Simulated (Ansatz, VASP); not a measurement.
Given: the input of a run of Ansatz 0.2.0 on Zr.

File input.yaml:

```yaml
crystal:
  lattice:
    - [-1.81, 1.81, 1.81]
    - [1.81, -1.81, 1.81]
    - [1.81, 1.81, -1.81]
  atoms:
    - { symbol: Zr, position: [0.0, 0.0, 0.0] }
hamiltonian:
  xc: pbe
  pseudopotentials: { kind: paw }
kpoints:
  mp_grid: { grid: [10, 10, 10] }
scf:
  occupations: { method: fermi_dirac, width: 0.05 }
output:
  forces: true
  stress: true
  eigenvalues: true
```

Potentials or basis: Ansatz PAW.

The run is started by

```sh
$ ansatz run input.yaml --threads 1 --pin off --max-ram 3584MiB --backend cpu --events-out ev --progress --plain --runs-dir out
```

Q: Translate it to VASP 6.6.1. Potentials there: VASP PAW PBE potentials, release 64 (Zr_sv).

A: As run (the cutoff follows the program's own potentials):

File INCAR:

```
SYSTEM = Zr
ALGO = Fast
EDIFF = 1E-7
ENCUT = 520
GGA = PE
ISIF = 2
ISMEAR = -1
LASPH = .True.
LCHARG = .True.
LELF = .True.
LREAL = .False.
LVHAR = .True.
LWAVE = .False.
NBANDS = 12
NELM = 60
PREC = Accurate
SIGMA = 0.05
```

KPOINTS

```
k-points
0
Gamma
  10 10 10
  0 0 0
```

The input POSCAR:

```
Zr
1.0
   -1.8100000000      1.8100000000      1.8100000000
    1.8100000000     -1.8100000000      1.8100000000
    1.8100000000      1.8100000000     -1.8100000000
Zr
1
Direct
    0.0000000000      0.0000000000      0.0000000000
```

Potentials or basis: VASP PAW PBE potentials, release 64 (Zr_sv).

The run is started by

```sh
$ cat potpaw_PBE.64/Zr_sv/POTCAR > POTCAR
$ mpirun -np 1 vasp_std > vasp.out
```

Both were run:

|  | VASP | Ansatz | Ansatz less VASP |
| --- | --- | --- | --- |
| gap on the k mesh at the Fermi level (eV) | none | none | - |
| pressure (GPa) | -3.3 | -3.4 | -0.03 |

A gap of «none» marks a metal or a gap that the smearing closes.
